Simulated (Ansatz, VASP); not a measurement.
# LiH: VASP beside Ansatz

The input POSCAR:

```
LiH
1.0
    0.0000000000      2.2343590855      2.1451220099
    2.2343590855      0.0000000000      2.1451220099
    2.2343590855      2.2343590855      0.0000000000
Li H
1 1
Direct
    0.0000000000      0.0000000000      0.0000000000
    0.2500000000      0.2500000000      0.2500000000
```

File INCAR.step1:

```
SYSTEM = LiH
PREC = Accurate
ENCUT = 520
ISMEAR = 0
SIGMA = 0.01
LREAL = .False.
LASPH = .True.
NELM = 100
NBANDS = 9
GGA = PE
ALGO = Normal
EDIFF = 1E-4
LWAVE = .True.
LCHARG = .False.
```

The input INCAR.step2:

```
SYSTEM = LiH
PREC = Accurate
ENCUT = 520
EDIFF = 1E-6
ISMEAR = 0
SIGMA = 0.01
LREAL = .False.
LASPH = .True.
NELM = 100
ALGO = Normal
ISIF = 2
LWAVE = .False.
LCHARG = .True.
METAGGA = R2SCAN
LMIXTAU = .True.
LELF = .True.
LVHAR = .True.
NBANDS = 9
ISTART = 1
```

The input KPOINTS:

```
Automatic mesh
0
Gamma
  10 10 10
  0 0 0
```

Input for Ansatz:

```yaml
crystal:
  lattice:
    - [0.0, 2.2343590855, 2.1451220099]
    - [2.2343590855, 0.0, 2.1451220099]
    - [2.2343590855, 2.2343590855, 0.0]
  atoms:
    - { symbol: Li, position: [0.0, 0.0, 0.0] }
    - { symbol: H, position: [0.25, 0.25, 0.25] }
kpoints:
  mp_grid: { grid: [10, 10, 10] }
  band_path:
    path:
      - [0.0, 0.0, 0.0]
      - [-0.5, -0.5, 0.0]
      - [-0.375, -0.375, 0.25]
      - [-0.375, 0.0, 0.375]
      - [0.0, 0.0, 0.5]
      - [-0.5, -0.25, 0.25]
      - [-0.15, -0.075, 0.425]
      - [0.302083, -0.5, -0.197917]
    npoints: 1
hamiltonian:
  xc: r2scan
scf:
  occupations: { method: fixed }
  n_extra_bands: 4
output:
  forces: true
  stress: true
  eigenvalues: true
```

Change from the starting cell: biaxial_xy strain +4.2%.

Alike in both runs: task single point; functional r2SCAN; k mesh 10 × 10 × 10; no spin polarisation.

|  | VASP | Ansatz |
| --- | --- | --- |
| version | VASP 6.6.1 | Ansatz 0.2.0 |
| potentials or method | VASP PAW PBE potentials, release 64 (Li_sv, H) | plane waves, PAW |
| plane-wave cutoff (eV) | 520 | 500 |
| occupations | gaussian, width 0.01 eV | fixed |
| valence electrons in the cell | 4 | 4 |

```tsv
	VASP	Ansatz	Ansatz less VASP
gap on the k mesh at the Fermi level (eV)	4.60	4.53	-0.066
```

 A k mesh can miss the band edges.
